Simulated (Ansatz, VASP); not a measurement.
## PbS: VASP beside Ansatz

Contents of INCAR:

```
PREC = Accurate ; ENCUT = 520
EDIFF = 1E-7 ; ISMEAR = 0
SIGMA = 0.03 ; LREAL = False
LASPH = True ; NELM = 100
ALGO = Normal ; ISIF = 2
LWAVE = False ; LCHARG = False
GGA = CA ; NBANDS = 17
```

File KPOINTS:

```
Automatic mesh
0
Gamma
  10 10 10
```

POSCAR

```
PbS
1.0
    0.0000000000      2.9650000000      2.9650000000
    2.9650000000      0.0000000000      2.9650000000
    2.9650000000      2.9650000000      0.0000000000
Pb S
1 1
Direct
    0.0000000000      0.0000000000      0.0000000000
    0.4156829680      0.4156829680      0.5843170320
```

Input for Ansatz:

```yaml
crystal:
  lattice:
    - [0.0, 2.965, 2.965]
    - [2.965, 0.0, 2.965]
    - [2.965, 2.965, 0.0]
  atoms:
    - { symbol: Pb, position: [0.0, 0.0, 0.0] }
    - { symbol: S, position: [0.415682968, 0.415682968, 0.584317032] }
basis:
  ecutwfc: 420
kpoints:
  mp_grid: { grid: [10, 10, 10] }
hamiltonian:
  xc: lda
scf:
  occupations: { method: gaussian, width: 0.03 }
output:
  forces: true
  stress: true
  eigenvalues: true
```

Change from the starting cell: all S atoms moved -0.500 Å, as atom 2 along Cartesian [0 0 1].

Alike in both runs: task single point; functional LDA; k mesh 10 × 10 × 10; occupations gaussian, width 0.03 eV; no spin polarisation.

|  | VASP | Ansatz |
| --- | --- | --- |
| version | VASP 6.6.1 | Ansatz 0.2.0 |
| potentials or method | VASP PAW LDA potentials, release 64 (Pb_d, S) | scalar-relativistic, plane waves, PAW |
| plane-wave cutoff (eV) | 520 | 420 |
| valence electrons in the cell | 20 | 20 |

|  | VASP | Ansatz | Ansatz less VASP |
| --- | --- | --- | --- |
| gap on the k mesh at the Fermi level (eV) | 1.42 | 1.42 | +0.007 |
| least direct gap on the mesh (eV) | 1.47 | 1.49 | +0.017 |
| pressure (GPa) | 2.1 | 2.1 | -0.05 |
| largest component of the traceless stress (GPa) | 7.96 | 7.96 | -0.006 |
| rms of the force components (eV/Å) | 0.928 | 0.922 | -0.0061 |

Atom by atom the forces differ by 0.006 eV/Å (rms over components).

Caveats: spin-orbit coupling is left out, which as a rule narrows the gap of such compounds by several tenths of an eV; forces of over 1 eV/Å show positions far from the minimum, so gaps and moduli don't describe the material at rest. A k mesh can miss the band edges.
